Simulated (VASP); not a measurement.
## LiH in VASP 6.6.1, single-point calculation

INCAR

```
NSW = 0
ISIF = 2
PREC = Accurate
IBRION = -1
ISMEAR = -5
SIGMA = 0.005
LCHARG = .FALSE.
EDIFF = 1E-7
NELMDL = -12
LREAL = .FALSE.
ALGO = Normal
NBANDS = 9
METAGGA = R2SCAN
NELM = 120
LWAVE = .FALSE.
ENCUT = 520
LASPH = .TRUE.
```

KPOINTS

```
KPOINTS created by Atomic Simulation Environment
0
Gamma
10 10 10
0 0 0
```

POSCAR

```
Li H
 1.0000000000000000
     0.0000000000000000    2.0029948411000000    2.0029948411000000
     2.0029948411000000    0.0000000000000000    2.0029948411000000
     2.0029948411000000    2.0029948411000000    0.0000000000000000
 Li  H
   1   1
Cartesian
  0.0000000000000000  0.0000000000000000  0.0000000000000000
  2.0029948411000000  2.0029948411000000  2.0029948411000000
```

The recommended PBE PAW datasets give the neutral cell 4 valence electrons.

Command

```
mpirun -np 1 vasp_std
```

OSZICAR

```
N       E                     dE             d eps       ncg     rms          rms(c)
DAV:   1    -0.219141951209E+01   -0.21914E+01   -0.13428E+03   854   0.392E+02
DAV:   2    -0.734736247678E+01   -0.51559E+01   -0.51261E+01  1191   0.598E+01
DAV:   3    -0.740991783269E+01   -0.62555E-01   -0.62535E-01  1010   0.566E+00
DAV:   4    -0.741029945897E+01   -0.38163E-03   -0.38157E-03  1208   0.366E-01
DAV:   5    -0.741030329937E+01   -0.38404E-05   -0.38404E-05  1049   0.248E-02
DAV:   6    -0.741030333840E+01   -0.39024E-07   -0.38990E-07  1161   0.208E-03
DAV:   7    -0.741030333864E+01   -0.24551E-09   -0.25417E-09  1038   0.120E-04
DAV:   8    -0.741030333865E+01   -0.42064E-11   -0.36930E-12   971   0.642E-06
DAV:   9    -0.741030333862E+01    0.23078E-10    0.48695E-13   659   0.148E-06
DAV:  10    -0.741030333866E+01   -0.35641E-10   -0.17179E-13   613   0.640E-07
DAV:  11    -0.741030333865E+01    0.11312E-10   -0.10263E-13   533   0.295E-07
DAV:  12    -0.741030333864E+01    0.56843E-11    0.50568E-13   542   0.136E-07    0.273E+00
DAV:  13    -0.688036944159E+01    0.52993E+00   -0.16366E-01  1039   0.265E+00    0.161E+00
DAV:  14    -0.681668648944E+01    0.63683E-01   -0.19258E-01   863   0.205E+00    0.286E-01
DAV:  15    -0.681712745185E+01   -0.44096E-03   -0.62598E-03   944   0.541E-01    0.120E-01
DAV:  16    -0.681761576361E+01   -0.48831E-03   -0.10502E-03   990   0.233E-01    0.221E-02
DAV:  17    -0.681760978554E+01    0.59781E-05   -0.48417E-05   942   0.539E-02    0.317E-03
DAV:  18    -0.681760951992E+01    0.26562E-06   -0.16932E-06  1087   0.129E-02    0.575E-04
DAV:  19    -0.681760912211E+01    0.39781E-06   -0.57513E-08  1006   0.177E-03    0.313E-04
DAV:  20    -0.681760918486E+01   -0.62753E-07   -0.25311E-09   510   0.416E-04
   1 F= -.68176092E+01 E0= -.68176092E+01  d E =0.000000E+00
```

From OUTCAR

```
k-points           NKPTS =     47   k-points in BZ     NKDIM =     47   number of bands    NBANDS=      9

   NELECT =       4.0000    total number of electrons

   dimension x,y,z NGX =    24 NGY =   24 NGZ =   24
   dimension x,y,z NGXF=    48 NGYF=   48 NGZF=   48

  energy-cutoff  :      520.00
  volume of cell :       16.07
      direct lattice vectors                 reciprocal lattice vectors
     0.000000000  2.002994841  2.002994841    -0.249626205  0.249626205  0.249626205
     2.002994841  0.000000000  2.002994841     0.249626205 -0.249626205  0.249626205
     2.002994841  2.002994841  0.000000000     0.249626205  0.249626205 -0.249626205

 k-points in reciprocal lattice and weights: KPOINTS created by Atomic Simulation Env
   0.00000000  0.00000000  0.00000000       0.001
   0.10000000  0.00000000  0.00000000       0.008
   0.20000000  0.00000000  0.00000000       0.008
   0.30000000  0.00000000  0.00000000       0.008
   0.40000000  0.00000000  0.00000000       0.008
   0.50000000  0.00000000  0.00000000       0.004
   0.10000000  0.10000000  0.00000000       0.006
   0.20000000  0.10000000  0.00000000       0.024
   ...

 E-fermi :   0.0159

 k-point     1 :       0.0000    0.0000    0.0000
  band No.  band energies     occupation
      1     -45.9096      2.00000
      2      -5.6307      2.00000
      3      17.4878      0.00000
      4      19.2414      0.00000
      5      19.2414      0.00000
      6      19.2420      0.00000
      7      23.6701      0.00000
      8      23.6701      0.00000
      9      23.6703      0.00000

 k-point     2 :       0.1000    0.0000    0.0000
  band No.  band energies     occupation
      1     -45.9055      2.00000
      2      -5.4505      2.00000
      3      15.7091      0.00000
      4      18.2285      0.00000
      5      18.7871      0.00000
      6      18.7876      0.00000
      7      23.4408      0.00000
      8      24.6511      0.00000
      9      24.6513      0.00000

 k-point     3 :       0.2000    0.0000    0.0000
  band No.  band energies     occupation
      1     -45.8942      2.00000
      2      -4.9248      2.00000
      3      12.1797      0.00000
      4      16.8937      0.00000
      5      18.1056      0.00000
      6      18.1061      0.00000
      7      24.4372      0.00000
      8      24.4374      0.00000
      9      24.4894      0.00000

 k-point     4 :       0.3000    0.0000    0.0000
  band No.  band energies     occupation
      1     -45.8802      2.00000
      2      -4.1209      2.00000
      3       8.8847      0.00000
      4      15.7670      0.00000
      5      17.7428      0.00000
      6      17.7433      0.00000
      7      22.1279      0.00000
      8      22.1281      0.00000
      9      26.1929      0.00000

 k-point     5 :       0.4000    0.0000    0.0000
  band No.  band energies     occupation
      1     -45.8689      2.00000
      2      -3.2494      2.00000
      3       6.4563      0.00000
      4      15.0327      0.00000
      5      17.7984      0.00000
      6      17.7990      0.00000
      7      20.4111      0.00000
      8      20.4111      0.00000
      9      28.1524      0.00000

 ...

  Total       -0.0535790     -0.0535790     -0.0535790     -0.0000000      0.0000000     -0.0000000
  in kB       -5.3411651     -5.3411651     -5.3411651     -0.0000000      0.0000000     -0.0000000
  external PRESSURE =      -5.3411651 kB  Pullay stress =       0.0000000 kB

 POSITION                                       TOTAL-FORCE (eV/Angst)
 -----------------------------------------------------------------------------------
      0.00000      0.00000      0.00000         0.000000      0.000000      0.000000
      2.00299      2.00299      2.00299        -0.000000     -0.000000     -0.000000
 -----------------------------------------------------------------------------------
    total drift:                                0.000000     -0.000000     -0.000000

  FREE ENERGIE OF THE ION-ELECTRON SYSTEM (eV)
  ---------------------------------------------------
  free  energy   TOTEN  =        -6.8176091849 eV

  energy  without entropy=       -6.8176091849  energy(sigma->0) =       -6.81760918
```

It converged. Results: gap between bands v and c on the k mesh 3.58 eV; least direct gap on the k mesh 3.58 eV; pressure -0.5 GPa. Band v is the last that the valence electrons fill when counted band by band, and c is the next.

For comparison, a separate r²SCAN run of the intended cell, on usual settings and not on those above, gives a gap of 3.58 eV on its mesh and a pressure of -0.5 GPa.

The run above took about 22 s on one core of a shared host (Intel Xeon Platinum 8488C) and held 0.14 GiB at most.
